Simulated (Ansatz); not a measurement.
## Calculated core-electron binding energies for AlP

Cell: a structure deposited in the COD whose atoms were relaxed with PBE, the cell held, repeated to a supercell; a hole's nearest image is 7.7 Å away.

Space group F-43m (No. 216); a = 5.4510 Å.

| site | Wyckoff | site symmetry | x | y | z |
| --- | --- | --- | --- | --- | --- |
| Al1 | 4a | -43m | 0.0000 | 0.0000 | 0.0000 |
| P9 | 4c | -43m | 0.2500 | 0.2500 | 0.2500 |

One atom of each set is listed; the run and its k-mesh use a cell of 16 atoms with edges of 7.71, 7.71, 7.71 Å.

Level of theory: DFT, PBE, plane waves and PAW, scalar-relativistic, 420 eV cutoff, Γ-centred 3×3×3 k-points, fixed occupations (Ansatz 0.2.0).

Each value is a total-energy difference between the cell with one core hole and the ground state (ΔSCF), counted from the top of the valence band. The cell with the hole is spin-polarised, as the shell with the hole is left with one unpaired spin. The periodic images are corrected with the calculated ε∞ = 8.02.

Question: Give the Al 2p, P 2p lines of each distinct site.

Answer: 

```json
{"line": "Al 2p", "atom": "1", "first shell": "4 P at 2.36 Å", "E_B (eV)": "72.9", "j = l + ½ / j = l − ½ (eV)": "72.8 / 73.2"}
{"line": "P 2p", "atom": "9", "first shell": "4 Al at 2.36 Å", "E_B (eV)": "128.0", "j = l + ½ / j = l − ½ (eV)": "127.7 / 128.6"}
```

For p, d and f shells E_B is the weighted mean of the two lines, whose splitting comes from the free atom's Dirac orbitals.

The program doubts some values: the cell is too small to check the potential alignment. Absolute PBE values can be off by an eV or more. Multiplets, satellites and widths aren't calculated.

The run took 43 s of wall time (43 s of CPU time) and 0.58 GiB at its peak, on 1 thread of Arm Neoverse V2 (aarch64; 8 cores open to the job, memory cap 2.5 GiB, no GPU), a shared host with a load of 0.7 a core.
